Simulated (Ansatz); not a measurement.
# Ni (hcp type): a single-point run

Aim: a sound single-point run of Ni (hcp type). The structure is shown as the input types it.

Method: DFT, PBE, PAW with Ansatz's default frozen-core files, scalar-relativistic, in Ansatz 0.2.0.

1 further run of the same task is left out (it didn't finish).

## 1. Starting point

It takes space group P6_3/mmc (No. 194, hexagonal). Conventional cell: a = 2.348 Å, b = 2.348 Å, c = 3.849 Å, α = 90.00°, β = 90.00°, γ = 120.00°. Around Ni (site symmetry -6m2) lie 12 Ni at 2.35 Å.

As a file:

```xyz
2
Lattice="2.3480 0.0000 0.0000 -1.1740 2.0335 0.0000 0.0000 0.0000 3.8494" Properties=species:S:1:pos:R:3 pbc="T T T"
Ni    0.0000    1.3556    0.9623
Ni    1.1740    0.6778    2.8870
```

## 2. The run

Input file input.yaml:

```yaml
crystal:
  lattice:
    - [2.3480368382, 0.0, 0.0]
    - [-1.1740184191, 2.033459551, 0.0]
    - [0.0, 0.0, 3.8493868447]
  atoms:
    - { symbol: Ni, position: [0.3333333333, 0.6666666667, 0.25], spin: 1.0 }
    - { symbol: Ni, position: [0.6666666667, 0.3333333333, 0.75], spin: 1.0 }
magnetization:
  spin_polarized: true
kpoints:
  mp_grid: { grid: [17, 17, 10] }
scf:
  occupations: { method: fermi_dirac, width: 0.3 }
  n_extra_bands: 0
  max_iter: 50
hamiltonian:
  xc: pbe
  pseudopotentials: { kind: paw }
output:
  forces: true
  stress: true
  eigenvalues: true
  populations: true
```

The run is started by

```sh
$ ansatz run input.yaml --threads 1 --pin off --max-ram 3072MiB --backend cpu --events-out ev --progress --plain --runs-dir out
```

Q: Will this input give a usable result? If not, why, and what should change?

Nothing was computed: the input was turned down at the start. The line that matters: «inconsistent input (scf.n_extra_bands): n_bands = 18 cannot host the net starting moment |Σ_I m_I| = 2.0000 μB: with N_el = 36 the majority spin channel must hold (N_el + |M|)/2 = 19.0000 electrons at no more than one per band ...»

Look at the input: scf.n_extra_bands is 0. There are no spare bands for the search of the Fermi level.

The cure: delete scf.n_extra_bands (the default then holds).
